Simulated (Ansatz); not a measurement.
The system is BaTiO3.

```
CELL_PARAMETERS angstrom
3.99980 0.00000 0.00000
0.00000 3.99980 0.00000
0.00000 0.00000 4.01800
ATOMIC_POSITIONS crystal
Ba 0.99557 0.99064 0.00350
Ti 0.50254 0.49192 0.46877
O 0.47922 0.51432 0.00641
O 0.50273 0.00330 0.50938
O 0.01995 0.49981 0.53994
```

| Item | Value |
| --- | --- |
| Program | Ansatz 0.2.0 |
| Task | relaxation of cell and atoms |
| Functional | PBEsol |
| Potentials or basis | Ansatz PAW |
| Cutoff | 420 eV (not typed: the program's choice for these potentials) |
| k mesh | 7 × 7 × 7 |
| Occupations | fermi-dirac, width 0.05 eV |
| Spin | no spin polarisation |

At the start: volume 12.86 Å³/atom.

Q: Where does the relaxation end?

A: It ends after 10 steps and the volume is 12.69 Å³/atom (-1.3 %); space group R3m (No. 160, to 0.05 Å).

Step by step:
| step | energy change (eV) | largest force (eV/Å) | volume (Å³) |
| --- | --- | --- | --- |
| 1 | 0.0000 | 1.3327 | 64.28 |
| 2 | -0.0260 | 1.3118 | 64.11 |
| 3 | -0.1806 | 0.4551 | 62.54 |
| 4 | -0.1873 | 0.1479 | 62.44 |
| 5 | -0.1990 | 0.0483 | 63.17 |
| 6 | -0.1993 | 0.0053 | 63.47 |
| 7 | -0.1992 | 0.0009 | 63.50 |
| 8 | -0.1965 | 0.0008 | 63.50 |
| 9 | -0.1967 | 0.0005 | 63.47 |
| 10 | -0.1965 | 0.0005 | 63.47 |

Final structure:
```
CELL_PARAMETERS angstrom
3.98882 0.00466 0.00462
0.00466 3.98903 0.00464
0.00464 0.00466 3.98870
ATOMIC_POSITIONS crystal
Ba 0.99382 0.99380 0.99942
Ti 0.48278 0.48274 0.48839
O 0.50571 0.50572 0.01758
O 0.50570 0.01202 0.51130
O 0.01199 0.50572 0.51130
```

Caveat: the plane-wave basis is chosen anew once the cell has moved, so the energies of steps on either side of that aren't comparable; the pressure holds a Pulay correction of +0.6 GPa for the finite cutoff; the PAW data sets come from PBE, with cores solved anew for the run's functional, which leaves a small shift of forces and pressure.
